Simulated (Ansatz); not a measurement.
## A series in volume per atom on Ba

All results are calculated (Ansatz 0.2.0 development build). Equation of state of a cubic crystal from periodic Kohn-Sham density functional theory without spin; pressure corrected for the finite basis.

Cell of the first row (space group Fd-3m, No. 227):
```
Ba
1.0
      0.0000     3.7619     3.7619
      3.7619     0.0000     3.7619
      3.7619     3.7619     0.0000
Ba
2
Direct
  0.00000 0.00000 0.00000
  0.25000 0.25000 0.25000
```

Settings of every row: formula Ba; structure type diamond; functional PBE; spin treatment none; k mesh 13x13x13; occupation method fermi-dirac; occupation width 0.061225619 eV; wave cutoff 700 eV; datasets hard PAW; density cutoff ratio 4.

Limits: a cubic model structure, not a phase known at ambient conditions; some atoms lie unusually close (a squeezed, shaken or made-up cell); the SCF threshold is loose for a stress in some rows; no spin-orbit coupling, which can matter with elements this heavy.

```csv
row,volume per atom (Å³),pressure (GPa),energy above lowest point (meV/atom)
1,53.24,0.629,5.97
2,54.373,?,?
3,55.506,0.167,0.53
4,56.638,-0.012,0
5,58.904,-0.285,2.22
```

Question: what pressure and energy above lowest point should row 2 give?

Worked fit of pressure. Take u = (V_r/V)^(2/3) − 1 with V_r = 56.072 Å³ an atom, which is twice the finite (Eulerian) strain; such expansions in the strain, on which the Birch-Murnaghan equation of state is built, carry the rest volume and the bulk modulus. The shown rows have u = 0.03515, 0.00679, -0.00667, -0.03231. Least squares give pressure = 0.0735 + 13.348 × u + 69.77 × u² GPa; a straight line predicts inner rows, each left out in turn, worse (root mean square 0.052 against 0.00081 GPa). All shown rows lie on it to the printed digit. The pressure vanishes at u = -0.0057, or V = 56.55 Å³ an atom, and there the bulk modulus at fixed shape and fractions is B = −V dP/dV = (2/3)(1 + u) dP/du = 8.32 GPa. The withheld row has u = 0.02072, so the fit gives 0.0735 + 13.348 × (0.02072) + 69.77 × (0.02072)² = 0.380 GPa.

The calculation gave 0.379 GPa. The fit lies 0.001 GPa (0.11 % of the column's range) above it, one unit of the last digit.

Worked fit of energy above lowest point. Take u = (V_r/V)^(2/3) − 1 with V_r = 56.072 Å³ an atom, which is twice the finite (Eulerian) strain; such expansions in the strain, on which the Birch-Murnaghan equation of state is built, carry the rest volume and the bulk modulus. The shown rows have u = 0.03515, 0.00679, -0.00667, -0.03231. Least squares give energy above lowest point = 0.106 + 45.54 × u + 3444.3 × u² meV/atom; a straight line predicts inner rows, each left out in turn, worse (root mean square 2.6 against 0.092 meV/atom). The rows lie off it by 0.01, -0.04, 0.04, -0.01. The withheld row has u = 0.02072, so the fit gives 0.106 + 45.54 × (0.02072) + 3444.3 × (0.02072)² = 2.53 meV/atom.

The calculation gave 2.43 meV/atom. The fit lies 0.10 meV/atom (4.1 % of the value, 1.7 % of the column's range) above it; its largest miss of a shown row is 0.04 meV/atom.
